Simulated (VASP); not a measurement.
**FePt (Tetraferroplatinum): single point with PBE**

FePt (Tetraferroplatinum):

```
Pt Fe
1.0
     2.72350    0.00000    0.00000
     0.00000    2.72350    0.00000
     0.00000    0.00000    3.72000
Pt Fe
1 1
Direct
  0.49659 0.49727 0.50219
  0.99122 0.01900 0.01158
```

The cell isn't the ideal one: atoms moved at random, drawn with an rms of 0.05 Å.

```json
{
 "Program": "VASP 6.6.1",
 "Task": "single point",
 "Functional": "PBE",
 "Potentials or basis": "VASP PAW PBE potentials, release 64 (Pt, Fe)",
 "Cutoff": "520 eV",
 "k mesh": "10 × 10 × 7",
 "Occupations": "fermi-dirac, width 0.05 eV",
 "Spin": "collinear spin, ferromagnetic start",
 "Starting moments": "[0.0, 3.0] μB",
 "Further INCAR settings": "ALGO = Normal; EDIFF = 1e-07; NBANDS = 20"
}
```

* Pressure: 3.3 GPa
* Largest force: 0.406 eV/Å
* Band gap on the k mesh: none (metal or under the smearing width)
* Net moment: 3.27 μB per cell
* Site moments: Pt +0.34; Fe +2.91 μB
* Valence electrons inside the program's atomic spheres: Pt 9.44; Fe 6.99

Forces on the atoms (eV/Å):
```
Pt  -0.062  0.252  0.313
Fe   0.062 -0.252 -0.313
```

Stress tensor (GPa, compression positive):
```
 3.07 -0.05 -0.09
-0.05  3.03  0.35
-0.09  0.35  3.76
```

Levels at points of the mesh, in eV from the Fermi level:
Spin up:
```tsv
k point	band 9	band 10	band 11	band 12	band 13	band 14
(0.00, 0.00, 0.00)	-0.55	-0.43	-0.41	2.28	9.73	11.65
(0.50, 0.00, 0.00)	-2.14	-1.62	0.12	2.00	10.41	10.52
(0.00, 0.50, 0.00)	-2.20	-1.59	0.11	2.01	10.37	10.52
(0.50, 0.50, 0.00)	-0.50	0.53	1.60	1.62	7.56	9.96
```
Spin down:
| k point | band 5 | band 6 | band 7 | band 8 | band 9 | band 10 | band 11 | band 12 |
| --- | --- | --- | --- | --- | --- | --- | --- | --- |
| (0.00, 0.00, 0.00) | -2.38 | -0.82 | -0.78 | 0.56 | 1.64 | 1.65 | 1.67 | 2.47 |
| (0.50, 0.00, 0.00) | -2.50 | -1.50 | -1.09 | -0.88 | 0.53 | 0.69 | 2.34 | 2.55 |
| (0.00, 0.50, 0.00) | -2.48 | -1.43 | -1.18 | -0.89 | 0.52 | 0.70 | 2.28 | 2.61 |
| (0.50, 0.50, 0.00) | 0.92 | 1.16 | 1.52 | 1.71 | 1.72 | 1.72 | 1.78 | 1.86 |

Run time: 4.4 min on 1 thread of Intel(R) Xeon(R) Platinum 8488C (Sapphire Rapids) (shared host), peak memory 0.39 GiB.

Spin-orbit coupling is left out, which matters for the levels of Pt.
